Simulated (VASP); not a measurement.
# Ti under changes of volume

One of the cells (17.358 Å³/atom); the others are scaled copies at fixed shape and fractional positions:

```xyz
2
Lattice="2.9366 0.0000 0.0000 -1.4683 2.5431 0.0000 0.0000 0.0000 4.6487" Properties=species:S:1:pos:R:3 pbc="T T T"
Ti    1.4683    0.8477    3.4865
Ti    0.0000    1.6954    1.1622
```

- Program: VASP 6.6.1
- Functional: r2SCAN
- Potentials or basis: VASP PAW PBE potentials, release 64 (Ti_sv)
- Cutoff: 520 eV
- k mesh: 8 × 8 × 6
- Occupations: fermi-dirac, width 0.05 eV
- Spin: no spin polarisation

```tsv
volume (Å³/atom)	energy over the lowest point (meV/atom)	pressure (GPa)
16.664	11.12	5.1
17.011	?	?
17.358	0.00	0.0
17.706	2.37	-2.3
18.053	9.41	-4.3
```

Q: What does the run at 17.011 Å³/atom give?

A: Energy over the lowest point 2.76 meV/atom; pressure 2.4 GPa.

Worked out: A Birch-Murnaghan fit of order 2 (a polynomial in V^(-2/3)) to the other rows has its minimum at 17.36 Å³/atom with B0 = V·E''(V) = 118 GPa at fixed shape and positions, which overstates the stiffness. It gives 2.73 meV/atom at 17.011 Å³/atom, against the run's 2.76, and -dE/dV = 2.5 GPa, against 2.4.

Energies are extrapolated to zero smearing.

Caveats: the PAW data sets were made with another functional, which shifts forces and pressure a little.
